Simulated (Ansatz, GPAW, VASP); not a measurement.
**Se: programs and potentials compared**

```xyz
1
Lattice="2.8106 0.0000 0.0000 0.0000 2.8106 0.0000 0.0000 0.0000 2.8106" Properties=species:S:1:pos:R:3 pbc="T T T"
Se    0.0000    0.0000    0.0000
```

This isn't the form of Se at room conditions, which is trigonal, of chains.

Alike in all runs: task band structure; functional LDA; k mesh 7 × 7 × 7; occupations fermi-dirac, width 0.05 eV; no spin polarisation; no spin-orbit coupling. LDA stands for any of its common fits. Pressure is positive in compression and, in plane waves, holds the error of the finite cutoff, which Ansatz's Pulay term estimates and takes out.

```json
{"program and potentials": "Ansatz, Ansatz PAW", "plane-wave cutoff (eV)": "420", "notes": "potentials made for PBE, which Ansatz adapts in part; 16 valence electrons an atom on average; Pulay term of +0.03 GPa included", "pressure (GPa)": "-3.73"}
{"program and potentials": "GPAW, the program's PAW data sets (release 1.2.1) made for this functional", "plane-wave cutoff (eV)": "600", "notes": "6 valence electrons an atom on average", "pressure (GPa)": "-3.83"}
{"program and potentials": "VASP, LDA PAW files Se, 520 eV", "plane-wave cutoff (eV)": "520", "notes": "6 valence electrons an atom on average", "pressure (GPa)": "-3.61"}
```

The pressure spans -3.83 (GPAW, the program's PAW data sets (release 1.2.1) made for this functional) to -3.61 GPa (VASP, LDA PAW files Se, 520 eV).

Differences between rows come from potentials, basis sets and numerical settings, since the functional is the same but for its coding. Runs on potential files found faulty are left out.
